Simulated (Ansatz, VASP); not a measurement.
ZnS in VASP and in Ansatz

```xyz
2
Lattice="0.0000 2.7550 2.7550 2.7550 0.0000 2.7550 2.7550 2.7550 0.0000" Properties=species:S:1:pos:R:3 pbc="T T T"
Zn    4.1325    4.1325    4.1325
S     0.0000    0.0000    0.0000
```

Alike in both runs: task single point; functional r2SCAN; dispersion D4; k mesh 9 × 9 × 9; occupations fermi-dirac, width 0.05 eV; no spin polarisation.

|  | VASP | Ansatz |
| --- | --- | --- |
| version | VASP 6.6.1 | Ansatz 0.2.0 |
| potentials or method | VASP PAW PBE potentials, release 64 (Zn, S) | Ansatz PAW |
| plane-wave cutoff (eV) | 520 | 500 |
| valence electrons in the cell | 18 | 18 |

|  | VASP | Ansatz | Ansatz less VASP |
| --- | --- | --- | --- |
| gap on the k mesh at the Fermi level (eV) | 2.41 | 2.40 | -0.006 |
| least direct gap on the mesh (eV) | 2.41 | 2.40 | -0.006 |
| pressure (GPa) | -5.3 | -5.3 | -0.03 |
| dispersion energy (meV/atom) | -108.9 | -109.1 | -0.14 |

Caveats: the PAW data sets were made with another functional, which shifts forces and pressure a little (VASP); odd divisions of the mesh miss points on the zone boundary, where band edges often lie, so the gap on the mesh can be too wide (Ansatz); the PAW data sets come from PBE, with cores solved anew for the run's functional, which leaves a small shift of forces and pressure (Ansatz). r2SCAN opens gaps a little over a GGA but as a rule still falls short of measured ones.
